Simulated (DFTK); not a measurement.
As:

```
CELL_PARAMETERS angstrom
1.88080 1.08588 3.51406
-1.88080 1.08588 3.51406
0.00000 -2.17176 3.51406
ATOMIC_POSITIONS crystal
As 0.22600 0.22600 0.22600
As 0.77400 0.77400 0.77400
```

Base run:

- Program: DFTK 0.8.2
- Functional: PBE
- Potentials or basis: SG15 1.2 (PBE)
- Cutoff: 952 eV
- k mesh: 8 × 8 × 8
- Occupations: fermi-dirac, width 0.05 eV
- Spin: no spin polarisation

Its results: band gap on the k mesh none (metal or under the smearing width); pressure 4.0 GPa; largest force 0.481 eV/Å.

Question: The run is repeated on the same cell with these changes: functional from PBE to PBEsol; cutoff from 952 eV to 1225 eV. What comes out?

Answer: Band gap on the k mesh none (metal or under the smearing width); pressure 2.3 GPa; largest force 0.595 eV/Å.

PBEsol binds more tightly than PBE, so the same cell stands under less pressure.

Caveats: the potentials were made for another functional, which shifts forces and pressure (some runs).

Not every run made on this cell is shown here.
